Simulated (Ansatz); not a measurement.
# Phonons of InAs (Fm-3m) against volume, part 2 of 2

Wanted: mode Grüneisen parameters of InAs (Fm-3m).

Ansatz 0.2.0; DFT PBEsol, scalar-relativistic, plane waves, PAW; PAW set soft_1.

So far, highest frequency on the path or at a solved wavevector (cm⁻¹): step 2 (phonons on a q mesh) 172; step 4 (phonons at the other volume, volume ratio 0.97) 185.

### Step 5. Relaxing at another volume, volume ratio 1.03

The volume is scaled by 1.03 and held; symmetry leaves nothing to relax, so this is a single point. The modes can then be followed against volume.

input.yaml reads:

```yaml
crystal:
  lattice:
    - [0.0, 2.8540680777, 2.8540680777]
    - [2.8540680777, 0.0, 2.8540680777]
    - [2.8540680777, 2.8540680777, 0.0]
  atoms:
    - { symbol: In, position: [0.5, 0.5, 0.5] }
    - { symbol: As, position: [0.0, 0.0, 0.0] }
kpoints:
  mp_grid: { grid: [12, 12, 12] }
hamiltonian:
  xc: pbesol
  pseudopotentials: { kind: paw, azcp: { folder: soft_1 }, xc_functional: pbe }
scf:
  occupations: { method: methfessel_paxton, width: 0.2 }
output:
  forces: true
  stress: true
  eigenvalues: true
```

Started as:

```
$ ansatz run input.yaml --threads 4 --pin off --max-ram 10240MiB --backend cpu --events-out ev --progress --plain --runs-dir out
```

Numbers of over 12 decimals in the logs are rounded to 6 here.

The program printed:

```text
[...]
Crystal: 2 atoms, lattice volume = 46.497 Å³
Basis set: ecut = 420 eV, 893 PW (Γ), exchange–correlation on 54×54×54 points (8 copies of the dense FFT grid, shifted against one another)
Bands: 18, of which v1, the nominal top of the filled ones, is band 14 counted from 1 (13 counted from 0)
Symmetry: 48 space group operations
[...]
k-points: 72 of 1728
[...]
--- Band table (eV; the first three rows and the last of 72) ---
  k-point 0: bands = [... 10 lower, -2.4553, 9.2689, 9.6174, 9.6174, 9.6174, 17.0106, 17.0106, 17.0106]
  k-point 1: bands = [... 10 lower, -2.3776, 8.1199, 9.6298, 9.6298, 10.6415, 16.2324, 16.6104, 16.6104]
  k-point 2: bands = [... 10 lower, -2.1486, 6.7870, 9.6714, 9.6714, 11.5444, 15.4267, 15.6058, 15.6058]
  k-point 71: bands = [... 10 lower, 0.2474, 4.9812, 5.9925, 5.9925, 12.0926, 13.9213, 16.6399, 16.6399]
[key lines of the parts left out:]
SCF converged after 8 iterations
Free energy (F): -10338.607329 eV
Fermi energy:    9.768262 eV
P = ⅓ Tr σ = -1.9608 GPa (-19.608 kbar)
```

Wall time 0.88 s (4 threads of Arm Neoverse V2, shared host); peak memory 0.36 GiB.

Numbers from this step:

* pressure: -1.961 GPa
* volume per atom: 23.25 Å³

The run ends at a pressure of -1.96 GPa.

### Step 6. Phonons at the other volume, volume ratio 1.03

The phonons are repeated at this volume on the same k and q meshes.

input.yaml: that of step 5 with these lines changed.

```diff
@@ -16,4 +16,11 @@
 output:
-  forces: true
-  stress: true
   eigenvalues: true
+phonons:
+  method: dfpt
+  qmesh: [4, 4, 4]
+  temperatures: { t_max: 1000, t_step: 50 }
+  qpath:
+    path:
+      - [[0.0, 0.0, 0.0], [0.5, 0.0, 0.5], [0.625, 0.25, 0.625]]
+      - [[0.375, 0.375, 0.75], [0.0, 0.0, 0.0], [0.5, 0.5, 0.5], [0.5, 0.25, 0.75], [0.5, 0.0, 0.5]]
+    npoints: 10
```

The program printed:

```text
[...]
Crystal: 2 atoms, lattice volume = 46.497 Å³
Basis set: ecut = 420 eV, 893 PW (Γ), exchange–correlation on 54×54×54 points (8 copies of the dense FFT grid, shifted against one another)
Bands: 18, of which v1, the nominal top of the filled ones, is band 14 counted from 1 (13 counted from 0)
Symmetry: 48 space group operations
k-points: 72 of 1728
[...]
k-point 71: bands = [... 10 lower, 0.2474, 4.9812, 5.9925, 5.9925, 12.0926, 13.9213, 16.6399, 16.6399]
[...]
ASR residual: 2.738e-5 → 0.000e0 eV/Å²; symmetrization residual: 1.271e-5 eV/Å²
  ASR residual per site (eV/Å²): 2.74e-5 4.58e-6
  Γ frequencies (cm⁻¹): 0.00 0.00 0.00 111.67 111.67 111.67
--- Phonons (arbitrary-q DFPT): 8 irreducible q on the 4×4×4 mesh ---
[...]
interpolated dispersion: 62 rows × 6 modes
[...]
[key lines of the parts left out:]
SCF converged after 11 iterations
Free energy (F): -10338.607329 eV
Fermi energy:    9.768264 eV
```

Run time: 4.6 min. Hardware: 4 threads; peak memory 3.4 GiB.

Numbers from this step:

```
sum-rule residual before enforcement                    : 2.74e-5 eV/Å²
highest frequency on the path or at a solved wavevector : 161.1 cm⁻¹
mean frequency                                          : 92.7 cm⁻¹
Debye temperature (second moment)                       : 183 K
logarithmic mean frequency                              : 85.8 cm⁻¹
highest optical mode at the zone centre (no LO-TO term) : 111.7 cm⁻¹
lowest optical zone-centre mode                         : 111.7 cm⁻¹
lowest mode on the q mesh (acoustic modes at Γ apart)   : 30.29 cm⁻¹
zero-point energy per atom                              : 17.23 meV
heat capacity at 300 K                                  : 24.48 J/(mol atoms K)
vibrational entropy at 300 K                            : 47.33 J/(mol atoms K)
```

Frequencies (cm⁻¹) solved at each irreducible wavevector; negative means imaginary. Frequencies by wavevector, by row:

```tsv
q in reciprocal lattice units	star	mode 1	mode 2	mode 3	mode 4	mode 5	mode 6
0 0 0	1	0	0	0	111.7	111.7	111.7
0 0 0.25	8	45.4	45.4	83.2	84	84	130.6
0 0 -0.5	4	59.9	59.9	90.4	90.4	123	134.8
0 0.25 0.25	6	30.3	30.3	80.1	103.7	119.5	119.5
0 0.25 -0.5	24	58.9	74.3	86.8	101.7	125.5	142.7
0 0.25 -0.25	12	51.3	51.6	92.6	109.6	116.3	131.9
0 -0.5 -0.5	3	32.5	32.5	59.3	133.6	133.6	159.9
0.25 -0.5 -0.25	6	55.7	55.7	101.4	111	150.1	150.1
```

The highest optical mode at the zone centre (no LO-TO term) is 111.7 cm⁻¹, -11.3 cm⁻¹ against the base run.

### Step 7. Grüneisen parameters

The Grüneisen parameter of a mode is minus the logarithmic change of its frequency with volume, −d ln ω / d ln V; weighted by heat capacity it gives the expansion.

This step gave:

```
bulk modulus : 71.4 GPa
```

The phonon branches at the labelled points (cm⁻¹):

```tsv
point	branch 1	branch 2	branch 3	branch 4	branch 5	branch 6
Γ	0	0	0	123	123	123
halfway	30	30	91	110	131	131
X	31	31	60	145	145	171
halfway	45	54	60	137	147	172
U	60	66	86	119	148	171
jump to K	60	66	86	119	148	171
halfway	46	51	92	100	127	131
Γ	0	0	0	123	123	123
halfway	52	52	88	95	95	141
L	72	72	97	97	130	144
halfway	71	82	97	110	134	152
W	57	57	108	120	162	162
halfway	41	61	76	135	147	172
X	31	31	60	145	145	171
```

The same for volume x 0.97:

```tsv
point	branch 1	branch 2	branch 3	branch 4	branch 5	branch 6
Γ	0	0	0	134	134	134
X	28	28	61	158	158	184
U	61	68	89	131	159	182
K	61	68	89	131	159	182
Γ	0	0	0	134	134	134
L	83	83	103	103	138	155
W	57	57	114	130	174	174
X	28	28	61	158	158	184
```

The same for volume x 1.03:

```tsv
point	branch 1	branch 2	branch 3	branch 4	branch 5	branch 6
Γ	0	0	0	112	112	112
X	32	32	59	134	134	160
U	59	64	82	107	137	159
K	59	64	82	107	137	159
Γ	0	0	0	112	112	112
L	60	60	90	90	123	135
W	56	56	101	111	150	150
X	32	32	59	134	134	160
```

The first set of phonon branches as a text plot (rows in cm⁻¹):

```
    181 |
    173 |            ******                                 *****
    165 |           *      *                              **
    158 |         **        *                          *** *
    150 |              ****  **                     *** *   **
    142 |        ******    *                ********   *      ***
    135 |      ***     *    *  *          **          *      **
    127 | *****         *    *********  **      ******      *
    119 |**     *        **  **      *****     *         ***
    112 |  *****           **  *    *     *   *      ****
    104 |       *          ****            * *      *  *****
     96 |        *             ** **        *  ********     *
     88 |      *          *     **          ***     **       *
     81 |         **     *                         *  *
     73 |    **            **              *    *********
     65 |           *   ***  **   **          **       **     *
     58 |   *        ********  *          *  *           ********
     50 |              *     ****   *       *               *
     42 |  *           *        **       * *                 * *
     35 |    **       *           **      *                   ***
     27 |   *  ** ****              **
     19 | **     *                      **
     12 | *                          *  *
      4 |*                            **
         Γ           X  U|K            Γ         L        W     X
```

Mode Grueneisen parameter -dln(w)/dln(V), modes matched by rank; at Γ the acoustic branches take the value of a neighbouring point of the path. Mode grüneisen parameters along the path, in :

```tsv
point	branch 1	branch 2	branch 3	branch 4	branch 5	branch 6
Γ	0.94	0.94	2.86	3.09	3.09	3.09
halfway	-0.73	-0.73	3.90	1.90	3.04	3.04
X	-2.31	-2.31	0.36	2.74	2.74	2.30
halfway	-0.15	0.56	0.50	2.93	2.65	2.28
U	0.64	1.06	1.46	3.34	2.53	2.28
jump to K	0.64	1.06	1.46	3.34	2.53	2.28
halfway	4.54	6.08	2.42	2.41	2.67	3.10
Γ	2.77	2.29	1.91	3.09	3.09	3.09
halfway	4.20	4.20	1.86	4.05	4.05	2.52
L	5.45	5.45	2.19	2.19	1.97	2.28
halfway	1.70	1.36	3.47	1.92	2.96	2.42
W	0.44	0.44	1.94	2.66	2.42	2.42
halfway	-0.66	0.55	1.27	2.81	2.71	2.27
X	-2.31	-2.31	0.36	2.74	2.74	2.30
```

The mode Grüneisen parameters as a text plot (rows in , shown from -3.1 to 6.0 only):

```
   5.80 |                        *             **
   5.42 |                    **                  **
   5.04 |                                    *    **
   4.66 |    **                 * **
   4.28 |   *                               *
   3.90 |      *                 ***       **       *
   3.52 |  *              ***       *    *** *     *  **
   3.14 |********       **      ***********          **
   2.76 |** *   *********  ****** ** *******  *    *** **********
   2.38 |    **   **********************    *********************
   2.00 |      *           * ***  ******    ********* ** ***
   1.62 |       *         ***           ****         **     **
   1.24 |        *      ***                           **
   0.86 |****     **     *                             **     *
   0.48 |           ***********                          ********
   0.10 |    **                                             *
  -0.28 |              *                                     * *
  -0.66 |      *
  -1.04 |             *                                       *
  -1.42 |                                                       *
  -1.80 |             *                                        *
  -2.18 |            *                                          *
  -2.56 |       *
  -2.94 |           *
         Γ           X  U|K            Γ         L        W     X
```

(dS/dlnV)/C_V. Table of thermodynamic Grueneisen parameter by temperature:

```tsv
temperature (K)	thermodynamic Grueneisen parameter
50	2.19
100	2.31
150	2.33
200	2.34
250	2.34
300	2.35
350	2.35
400	2.35
450	2.35
500	2.35
550	2.35
600	2.35
650	2.35
700	2.35
750	2.35
800	2.35
850	2.35
900	2.35
950	2.35
1000	2.35
```

Gamma C_V/(B V) at the static volume. Volume expansion against temperature:

```tsv
temperature (K)	volume expansion (1e-6/K)
50	30.1
100	49.4
150	55.0
200	57.3
250	58.4
300	59.0
350	59.4
400	59.6
450	59.7
500	59.9
550	60.0
600	60.0
650	60.1
700	60.1
750	60.2
800	60.2
850	60.2
900	60.2
950	60.2
1000	60.3
```

### Step 8. Outcome

```yaml
bulk_modulus: 71.4 GPa
thermodynamic_grueneisen_parameter_at_300_k: 2.345
volume_expansion_at_300_k_estimated: 58.97 × 10⁻⁶ K⁻¹
```

What this shows: By this estimate the volume grows by 59.0 × 10⁻⁶ per kelvin at 300 K. The highest optical mode at Γ goes from 135 to 112 cm⁻¹ as the cell grows, a Grüneisen parameter of 3.10. Mode parameters on the path run from -4.4 to 6.2, with a median of 2.4. Modes with negative values stiffen as the cell grows and pull against the expansion. Branches are matched by rank, so values near crossings are rough. The expansion is the Grüneisen estimate at the static volume, with the static bulk modulus. With no gap, or one that is small against the smearing, the frequencies hang on the k mesh and the smearing, most of all near Kohn anomalies. The PAW files were made for PBE and serve the other functionals too.

[Logs are printed without paths, hosts, clocks, repeated set-up lines and the standing remarks that a program may print on its own settings, such as how far it seeks lower states.]

[Hosts, paths, dates, database ids (printed as entryN), source tags and the programs' standing remarks are cut or masked in the printed files.]
